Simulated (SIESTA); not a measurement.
Fe under changes of volume

One of the cells (12.019 Å³/atom); the others are scaled copies at fixed shape and fractional positions:

```
CELL_PARAMETERS angstrom
-1.44300 1.44300 1.44300
1.44300 -1.44300 1.44300
1.44300 1.44300 -1.44300
ATOMIC_POSITIONS crystal
Fe 0.00000 0.00000 0.00000
```

- Program: SIESTA 5.4.2
- Functional: PBE
- Potentials or basis: PseudoDojo 0.4 standard (PBE files)
- Basis: DZP (energy shift 0.002 Ry)
- Grid cutoff: 800 Ry
- Energy shift: 0.002 Ry
- k mesh: 9 × 9 × 9
- Occupations: fermi-dirac, width 0.05 eV
- Spin: collinear spin, ferromagnetic start
- Starting moments: [3.0] μB

```csv
volume (Å³/atom),energy over the lowest point (meV/atom),pressure (GPa),moment (μB per cell)
11.298,0.00,0.1,2.16
11.538,0.99,-0.7,2.29
11.778,3.66,-3.1,2.41
12.019,8.70,-4.6,2.51
12.259,?,?,?
12.499,29.79,-10.7,2.57
12.740,47.16,-12.8,2.58
```

Task: What does the run at 12.259 Å³/atom give?

Result: Energy over the lowest point 16.56 meV/atom; pressure -7.2 GPa; moment 2.55 μB per cell.

Worked out: A Birch-Murnaghan fit of order 3 (a polynomial in V^(-2/3)) to the other rows has no minimum within the range. It gives 17.21 meV/atom at 12.259 Å³/atom, against the run's 16.56, and -dE/dV = -7.0 GPa, against -7.2. A parabola through the other rows of the moment, of slope 0.17 μB per Å³/atom there, gives 2.55 μB, against the run's 2.55.

Energies are extrapolated to zero smearing.

Caveats: semicore shells carry a single zeta, which can move pressures by several GPa and volumes by a few percent; the basis of atomic orbitals isn't converged, which shifts pressures, moduli and gaps.
